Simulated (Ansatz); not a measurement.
Crystal: SiC (Moissanite).

```
Si C
1.0
     3.07600    0.00000    0.00000
    -1.53800    2.66389    0.00000
     0.00000    0.00000    5.04800
Si C
2 2
Direct
  0.66667 0.33333 0.50000
  0.33333 0.66667 0.00000
  0.66667 0.33333 0.88500
  0.33333 0.66667 0.38500
```

```yaml
Program: Ansatz 0.2.0
Task: relaxation of cell and atoms
Functional: RPBE
Dispersion: D3(BJ)
Potentials_or_basis: Ansatz PAW
Cutoff: "420 eV (not typed: the program's choice for these potentials)"
k_mesh: 10 × 10 × 5
Occupations: fermi-dirac, width 0.05 eV
Spin: no spin polarisation
```

At the start: volume 10.34 Å³/atom.

Question: Where does the relaxation end?

Answer: It ends after 8 steps and the volume is 9.63 Å³/atom (-6.9 %); space group P6_3mc (No. 186, to 0.05 Å).

Step by step:
| step | energy change (eV) | largest force (eV/Å) | volume (Å³) |
| --- | --- | --- | --- |
| 1 | 0.0000 | 0.7529 | 41.36 |
| 2 | -0.1370 | 0.4845 | 39.83 |
| 3 | -0.1813 | 0.1018 | 38.30 |
| 4 | -0.1843 | 0.0318 | 38.54 |
| 5 | -0.1844 | 0.0014 | 38.55 |
| 6 | -0.1815 | 0.0015 | 38.55 |
| 7 | -0.1815 | 0.0001 | 38.52 |
| 8 | -0.1815 | 0.0001 | 38.52 |

Final structure:
```cif
data_structure
_symmetry_space_group_name_H-M 'P 1'
_symmetry_Int_Tables_number 1
_cell_length_a 3.0056
_cell_length_b 3.0056
_cell_length_c 4.9243
_cell_angle_alpha 90.000
_cell_angle_beta 90.000
_cell_angle_gamma 120.000
_cell_volume 38.52
loop_
_atom_site_label
_atom_site_type_symbol
_atom_site_fract_x
_atom_site_fract_y
_atom_site_fract_z
_atom_site_occupancy
Si1 Si 0.66667 0.33333 0.50452 1
Si2 Si 0.33333 0.66667 0.00452 1
C1 C 0.66667 0.33333 0.88048 1
C2 C 0.33333 0.66667 0.38048 1
```

Caveat: the plane-wave basis is chosen anew once the cell has moved, so the energies of steps on either side of that aren't comparable; the PAW data sets come from PBE, with cores solved anew for the run's functional, which leaves a small shift of forces and pressure.
